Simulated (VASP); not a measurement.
# Ge (Fd-3m) in VASP: settings compared, part 2 of 2

VASP 6.6.1. The steps go on from the part before.

### Step 4. Phonons, LDA, target pressure 1.5 GPa, at which the enthalpy is minimised

The input, POSCAR:

```
Ge
1.0
    0.0000000000      2.8124386785      2.8124386785
    2.8124386785      0.0000000000      2.8124386785
    2.8124386785      2.8124386785      0.0000000000
  Ge
     2
Direct
     0.0000000000000000    0.0000000000000000    0.0000000000000000
     0.2500000000000000    0.2500000000000000    0.2500000000000000
```

The input, INCAR.step1:

```
SYSTEM = Ge
  ALGO = Normal
  EDIFF = 1E-8
  EDIFFG = -0.002
  ENCUT = 600
  GGA = CA
  IBRION = 2
  ISIF = 3
  ISMEAR = 0
  LASPH = .True.
  LCHARG = .False.
  LREAL = .False.
  LWAVE = .False.
  NELM = 80
  NSW = 40
  PREC = Accurate
  PSTRESS = 15.0
  SIGMA = 0.03
```

The input, INCAR.step2:

```
SYSTEM = Ge
  ALGO = Normal
  EDIFF = 1E-8
  ENCUT = 600
  GGA = CA
  IBRION = 6
  ISIF = 2
  ISMEAR = 0
  LASPH = .True.
  LCHARG = .False.
  LREAL = .False.
  LWAVE = .False.
  NELM = 80
  NFREE = 2
  NSW = 1
  POTIM = 0.015
  PREC = Accurate
  PSTRESS = 15.0
  SIGMA = 0.03
```

The input, KPOINTS:

```
k-points
0
Gamma
  10 10 10
  0 0 0
```

Potentials or basis: VASP PAW LDA potentials, release 64 (Ge_d).

Started as:

```sh
> cat potpaw_LDA.64/Ge_d/POTCAR > POTCAR
> cp INCAR.step1 INCAR
> mpirun -np 1 vasp_std > vasp.out
> cp CONTCAR POSCAR
> cp INCAR.step2 INCAR
> mpirun -np 1 vasp_std > vasp.out
```

OUTCAR:

```text
SYSTEM = Ge
   EDIFF = 1E-8
   ENCUT = 600
   GGA = CA
   IBRION = 6
   ISIF = 2
   ISMEAR = 0
   LASPH = .True.
   LREAL = .False.
   NELM = 80
   NFREE = 2
   NSW = 1
   POTIM = 0.015
   PREC = Accurate
   PSTRESS = 15.0

 ion  position               nearest neighbor table
   1  0.000  0.000  0.000-   2 2.42   2 2.42   2 2.42   2 2.42
[... 829 lines left out ...]
  x     0.00000     0.00000     0.00000     0.00000     9.32693     0.00000
  y     0.00000     0.00000     0.00000     0.00000     0.00000     9.32693
  z     0.00000     0.00000     0.00000     9.32693     0.00000     0.00000

 INTERNAL STRAIN TENSOR FOR ION    2 for displacements in x,y,z  (eV/Angst):
          X           Y           Z          XY          YZ          ZX
  --------------------------------------------------------------------------------
  x     0.00000     0.00000     0.00000     0.00000    -9.32693     0.00000
  y     0.00000     0.00000     0.00000     0.00000     0.00000    -9.32693
  z     0.00000     0.00000     0.00000    -9.32693     0.00000     0.00000

 Eigenvectors and eigenvalues of the dynamical matrix
 ----------------------------------------------------

   1 f  =    9.027305 THz    56.720231 2PiTHz  301.118488 cm-1    37.333918 meV
             X         Y         Z           dx          dy          dz
      0.000000  0.000000  0.000000     0.000000   -0.707107    0.000000
      1.396875  1.396875  1.396875     0.000000    0.707107    0.000000
[... 21 lines left out ...]
   6 f  =    0.000000 THz     0.000000 2PiTHz    0.000000 cm-1     0.000000 meV
             X         Y         Z           dx          dy          dz
      0.000000  0.000000  0.000000     0.000000    0.000000    0.707107
      1.396875  1.396875  1.396875     0.000000    0.000000    0.707107

 ELASTIC MODULI CONTR FROM IONIC RELAXATION (kBar)
 Direction    XX          YY          ZZ          XY          YZ          ZX
 --------------------------------------------------------------------------------
 XX           0.0000      0.0000      0.0000      0.0000      0.0000      0.0000
 YY           0.0000      0.0000      0.0000      0.0000      0.0000      0.0000
 ZZ           0.0000      0.0000      0.0000      0.0000      0.0000      0.0000
 XY           0.0000      0.0000      0.0000   -264.0066      0.0000      0.0000
 YZ           0.0000      0.0000      0.0000      0.0000   -264.0066      0.0000
 ZX           0.0000      0.0000      0.0000      0.0000      0.0000   -264.0066
 --------------------------------------------------------------------------------
```

OSZICAR.step1:

```text
N       E                     dE             d eps       ncg     rms          rms(c)
DAV:   1     0.168466371079E+03    0.16847E+03   -0.16596E+04  1732   0.453E+03
[... 24 lines left out ...]
DAV:   1    -0.104166236057E+02   -0.37200E-01   -0.45232E-01  2234   0.146E+01    0.105E+00
DAV:   2    -0.103928118515E+02    0.23812E-01   -0.32972E-02  2198   0.389E+00    0.520E-01
DAV:   3    -0.103852027736E+02    0.76091E-02   -0.12773E-02  2224   0.214E+00    0.125E-01
DAV:   4    -0.103846630731E+02    0.53970E-03   -0.15266E-03  2174   0.836E-01    0.274E-02
DAV:   5    -0.103846521730E+02    0.10900E-04   -0.13169E-04  2080   0.237E-01    0.208E-02
DAV:   6    -0.103846508325E+02    0.13405E-05   -0.10540E-05  2122   0.694E-02    0.121E-03
DAV:   7    -0.103846508654E+02   -0.32826E-07   -0.48510E-07  2196   0.104E-02    0.189E-04
DAV:   8    -0.103846508622E+02    0.31305E-08   -0.16044E-08  1180   0.268E-03
   3 F= -.99763570E+01 E0= -.99763570E+01  d E =-.420444E-02
```

Wall time 1.9 min (1 thread of Intel Xeon Platinum 8559C (Emerald Rapids), shared host); peak memory 0.33 GiB.

What came out:

| Item | Value |
| --- | --- |
| Relaxed volume | 21.81 Å³/atom |
| Relaxed cell | a = 3.951 Å, b = 3.951 Å, c = 3.951 Å, α = 60.00°, β = 60.00°, γ = 60.00° |
| Space group after relaxing (to 0.05 Å) | Fd-3m (No. 227) |
| Highest phonon frequency at Γ | 301 cm⁻¹ |

Step by step:
| step | energy change (eV) | largest force (eV/Å) | pressure (GPa) | volume (Å³) |
| --- | --- | --- | --- | --- |
| 1 | 0.0000 | 0.0000 | 0.01 | 44.49 |
| 2 | 0.0093 | 0.0000 | 2.32 | 43.17 |
| 3 | 0.0040 | 0.0000 | 1.49 | 43.61 |

Final structure:
```
CELL_PARAMETERS angstrom
0.00000 2.79375 2.79375
2.79375 0.00000 2.79375
2.79375 2.79375 0.00000
ATOMIC_POSITIONS crystal
Ge 0.00000 0.00000 0.00000
Ge 0.25000 0.25000 0.25000
```

Phonon frequencies in cm⁻¹ (negative: imaginary):
```
              q point        frequencies
(0.000, 0.000, 0.000)  0 0 0 301 301 301
```

### Step 5. Phonon dispersion, PBEsol

This run uses another cell than the first one: it holds 16 atoms, not 2.

The input, INCAR:

```
SYSTEM = Ge
PREC = Accurate
ENCUT = 520
EDIFF = 1E-7
ISMEAR = 0
SIGMA = 0.03
LREAL = Auto
LASPH = .True.
NELM = 80
ALGO = Normal
ISIF = 2
LWAVE = .False.
LCHARG = .False.
GGA = PS
IBRION = 6
NFREE = 2
POTIM = 0.015
NSW = 1
LPHON_DISPERSION = .True.
PHON_NWRITE = -3
```

The input, KPOINTS:

```
Automatic mesh
0
Gamma
  3 3 3
  0 0 0
```

The input, POSCAR:

```
Ge
1.0
    0.0000000000      5.6578200000      5.6578200000
    5.6578200000      0.0000000000      5.6578200000
    5.6578200000      5.6578200000      0.0000000000
Ge
16
Direct
    0.0000000000      0.0000000000      0.0000000000
    0.0000000000      0.0000000000      0.5000000000
    0.0000000000      0.5000000000      0.0000000000
    0.0000000000      0.5000000000      0.5000000000
    0.5000000000      0.0000000000      0.0000000000
    0.5000000000      0.0000000000      0.5000000000
    0.5000000000      0.5000000000      0.0000000000
    0.5000000000      0.5000000000      0.5000000000
    0.1250000000      0.1250000000      0.1250000000
    0.1250000000      0.1250000000      0.6250000000
    0.1250000000      0.6250000000      0.1250000000
    0.1250000000      0.6250000000      0.6250000000
    0.6250000000      0.1250000000      0.1250000000
    0.6250000000      0.1250000000      0.6250000000
    0.6250000000      0.6250000000      0.1250000000
    0.6250000000      0.6250000000      0.6250000000
```

The input, QPOINTS:

```
path GXWKGLUWLK,UX
8
line-mode
reciprocal
 0.0000000000  0.0000000000  0.0000000000  G
 0.5000000000  0.0000000000  0.5000000000  X

 0.5000000000  0.0000000000  0.5000000000  X
 0.5000000000  0.2500000000  0.7500000000  W

 0.5000000000  0.2500000000  0.7500000000  W
 0.3750000000  0.3750000000  0.7500000000  K

 0.3750000000  0.3750000000  0.7500000000  K
 0.0000000000  0.0000000000  0.0000000000  G

 0.0000000000  0.0000000000  0.0000000000  G
 0.5000000000  0.5000000000  0.5000000000  L

 0.5000000000  0.5000000000  0.5000000000  L
 0.6250000000  0.2500000000  0.6250000000  U

 0.6250000000  0.2500000000  0.6250000000  U
 0.5000000000  0.2500000000  0.7500000000  W

 0.5000000000  0.2500000000  0.7500000000  W
 0.5000000000  0.5000000000  0.5000000000  L

 0.5000000000  0.5000000000  0.5000000000  L
 0.3750000000  0.3750000000  0.7500000000  K

 0.6250000000  0.2500000000  0.6250000000  U
 0.5000000000  0.0000000000  0.5000000000  X
```

Potentials or basis: VASP PAW PBE potentials, release 64 (Ge_d).

Started as:

```sh
> cat potpaw_PBE.64/Ge_d/POTCAR > POTCAR
> mpirun -np 4 vasp_std > vasp.out
```

OUTCAR:

```text
SYSTEM = Ge
   PREC = Accurate
   ENCUT = 520
   EDIFF = 1E-7
   ISMEAR = 0
   LREAL = Auto
   LASPH = .True.
   NELM = 80
   ISIF = 2
   GGA = PS
   IBRION = 6
   NFREE = 2
   POTIM = 0.015
   NSW = 1

 ion  position               nearest neighbor table
   1  0.000  0.000  0.000-   9 2.45  10 2.45  11 2.45  13 2.45
   2  0.000  0.000  0.500-   9 2.45  10 2.45  12 2.45  14 2.45
   3  0.000  0.500  0.000-   9 2.45  11 2.45  12 2.45  15 2.45
   4  0.000  0.500  0.500-  10 2.45  11 2.45  12 2.45  16 2.45
   5  0.500  0.000  0.000-   9 2.45  13 2.45  14 2.45  15 2.45
   6  0.500  0.000  0.500-  10 2.45  13 2.45  14 2.45  16 2.45
[... 8 lines left out ...]
  15  0.625  0.625  0.125-   3 2.45   5 2.45   7 2.45   8 2.45
  16  0.625  0.625  0.625-   4 2.45   6 2.45   7 2.45   8 2.45
[... 6 lines left out ...]
 A1 = (   0.0000000000,   5.6578200000,   5.6578200000)
 A2 = (   5.6578200000,   0.0000000000,   5.6578200000)
 A3 = (   5.6578200000,   5.6578200000,   0.0000000000)
[... 1355 lines left out ...]
  free  energy   TOTEN  =       -78.6202219099 eV

  energy  without entropy=      -78.6183104146  energy(sigma->0) =      -78.61926616

 INTERNAL STRAIN TENSORS FROM DISPLACED ATOMS
 ============================================

 INTERNAL STRAIN TENSOR FOR ION    1 for displacements in x,y,z  (eV/Angst):
          X           Y           Z          XY          YZ          ZX
  --------------------------------------------------------------------------------
  x     0.00000    -0.00000    -0.00000     0.00000     9.30176    -0.00000
  y     0.00000     0.00000     0.00000     0.00000    -0.00000     9.30176
  z     0.00000     0.00000     0.00000     9.30176    -0.00000     0.00000
[... 8 lines left out ...]
 INTERNAL STRAIN TENSOR FOR ION   16 for displacements in x,y,z  (eV/Angst):
          X           Y           Z          XY          YZ          ZX
  --------------------------------------------------------------------------------
  x    -0.00000     0.00000     0.00000    -0.00000    -9.30176     0.00000
  y    -0.00000    -0.00000    -0.00000    -0.00000     0.00000    -9.30176
  z    -0.00000    -0.00000    -0.00000    -9.30176     0.00000    -0.00000

 Eigenvectors and eigenvalues of the dynamical matrix
   1 f  =    8.388044 THz    52.703636 2PiTHz  279.795035 cm-1    34.690147 meV
   2 f  =    8.388044 THz    52.703636 2PiTHz  279.795035 cm-1    34.690147 meV
   3 f  =    8.388044 THz    52.703636 2PiTHz  279.795035 cm-1    34.690147 meV
   4 f  =    8.388044 THz    52.703636 2PiTHz  279.795035 cm-1    34.690147 meV
   5 f  =    8.388044 THz    52.703636 2PiTHz  279.795035 cm-1    34.690147 meV
   6 f  =    8.388044 THz    52.703636 2PiTHz  279.795035 cm-1    34.690147 meV
[... 39 lines left out ...]
  46 f  =    0.000000 THz     0.000001 2PiTHz    0.000005 cm-1     0.000001 meV
  47 f  =    0.000000 THz     0.000001 2PiTHz    0.000003 cm-1     0.000000 meV
  48 f/i=    0.000000 THz     0.000001 2PiTHz    0.000007 cm-1     0.000001 meV

 ELASTIC MODULI CONTR FROM IONIC RELAXATION (kBar)
 Direction    XX          YY          ZZ          XY          YZ          ZX
 --------------------------------------------------------------------------------
 XX          -0.0000     -0.0000     -0.0000     -0.0000     -0.0000     -0.0000
 YY          -0.0000     -0.0000     -0.0000     -0.0000      0.0000     -0.0000
 ZZ          -0.0000     -0.0000     -0.0000     -0.0000      0.0000     -0.0000
 XY          -0.0000     -0.0000     -0.0000   -508.3652      0.0000     -0.0000
 YZ          -0.0000      0.0000      0.0000      0.0000   -508.3652      0.0000
 ZX          -0.0000     -0.0000     -0.0000     -0.0000      0.0000   -508.3652
 --------------------------------------------------------------------------------
[... 633 lines left out ...]
 q-point No.           q_x           q_y           q_z  q-path length
          80      0.500000      0.000000      0.500000       1.134571
  frequencies
   [THz]           2.222413      2.222413      6.983790      6.983790      7.948387      7.948387
   [2Pi THz]      13.963830     13.963830     43.880450     43.880450     49.941190     49.941190
   [cm-1]         74.131705     74.131705    232.954175    232.954175    265.129662    265.129662
   [meV]           9.191156      9.191156     28.882624     28.882624     32.871874     32.871874
```

Run time: 10 min. Hardware: 4 MPI ranks of AMD EPYC 7R13 (Zen 3), shared host; peak memory 0.3 GiB.

Results:

- Highest phonon frequency: 280 cm⁻¹

Phonon frequencies in cm⁻¹ (negative: imaginary):
```csv
q point,frequencies
"(0.000, 0.000, 0.000)",0 0 0 212 212 212
"(0.500, 0.000, 0.500)",74 74 233 233 265 265
"(0.500, 0.214, 0.714)",110 110 219 219 274 274
"(0.411, 0.339, 0.750)",81 123 213 227 273 275
"(0.161, 0.161, 0.321)",53 54 112 243 249 250
"(0.214, 0.214, 0.214)",35 35 98 237 241 241
"(0.536, 0.429, 0.536)",61 76 207 232 279 280
"(0.607, 0.250, 0.643)",77 124 213 227 273 275
"(0.500, 0.250, 0.750)",111 111 219 219 274 274
"(0.500, 0.500, 0.500)",57 57 209 232 280 280
"(0.393, 0.393, 0.714)",75 126 207 229 274 276
"(0.536, 0.071, 0.536)",74 82 231 232 266 266
```

Phonon frequencies at the corners of the path (cm⁻¹, interpolated; i marks imaginary ones):
```
point              frequencies
    Γ        0 0 0 212 212 212
    X    74 74 233 233 265 265
    W  111 111 219 219 274 274
    K   76 124 213 227 273 275
    L    57 57 209 232 280 280
    U   76 124 213 227 273 275
```

Caveat: the PAW data sets were made with another functional, which shifts forces and pressure a little.
